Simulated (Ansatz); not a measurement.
Crystal: Si2W.

```
W Si
1.0
     4.61685    0.00000    0.00000
    -2.30843    3.99831    0.00000
     0.00000    0.00000    6.65322
W Si
3 6
Cartesian
  2.3084 0.0000 3.3266
  1.1542 1.9992 5.5444
  -1.1542 1.9992 1.1089
  1.1332 0.6542 1.1089
  3.4837 0.6542 5.5444
  0.0000 1.3085 3.3266
  1.1753 3.3441 1.1089
  -1.1753 3.3441 5.5444
  2.3084 2.6899 3.3266
```

Measurements of this composition are mostly on another form, of space group No. 139.

Base run:

```yaml
Program: Ansatz 0.2.0
Functional: PBEsol
Potentials_or_basis: Ansatz PAW
Cutoff: "420 eV (not typed: the program's choice for these potentials)"
k_mesh: 7 × 7 × 4
Occupations: fermi-dirac, width 0.05 eV
Spin: no spin polarisation
```

Its results: band gap on the k mesh 0.22 eV, indirect (least direct gap 0.67 eV); pressure -5.6 GPa; largest force 0.035 eV/Å.

Question: The run is repeated on the same cell with these changes: hubbard terms from none to W d U = 1 eV; hubbard projectors from none to ortho-atomic (the default). What comes out?

Answer: Band gap on the k mesh 0.29 eV, indirect (least direct gap 0.74 eV); pressure -5.8 GPa; largest force 0.031 eV/Å.

The U term pushes filled and empty states of the shell apart.

Caveats: odd divisions of the mesh miss points on the zone boundary, where band edges often lie, so the gap on the mesh can be too wide; spin-orbit coupling is left out, which moves the levels of the heavy elements; the PAW data sets come from PBE, with cores solved anew for the run's functional, which leaves a small shift of forces and pressure; the U is typed as a test and isn't derived for this compound (some runs).

A k mesh can miss the band edges.
